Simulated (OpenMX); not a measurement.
**Zr in OpenMX: the effect of biaxial strain**

Zr:

```
Zr
1.0
     3.10272    0.00000    0.00000
    -1.55136    2.68703    0.00000
     0.00000    0.00000    5.14700
Zr
2
Direct
  0.66667 0.33333 0.75000
  0.33333 0.66667 0.25000
```

Alike in all runs:

| Item | Value |
| --- | --- |
| Program | OpenMX 3.8.5 |
| Task | single point |
| Functional | PBE |
| Potentials or basis | OpenMX 2013 PBE set, Zr7.0-s3p2d2, grid cutoff 400 Ry |
| k mesh | 7 × 7 × 5 |
| Occupations | fermi-dirac, width 0.05 eV |
| Spin | no spin polarisation |

Q: One run gave: pressure 10.6 GPa. Which biaxial strain did it use?
A. 2 %
B. -2 %
C. 0 %
D. -4 %
E. 4 %

A: D.

| biaxial strain | pressure (GPa) |
| --- | --- |
| -4 % | 10.6 |
| -2 % | 5.7 |
| 0 % | 1.5 |
| 2 % | -2.1 |
| 4 % | -5.3 |

Caveats: the basis of atomic orbitals isn't converged, which shifts pressures, moduli and gaps.
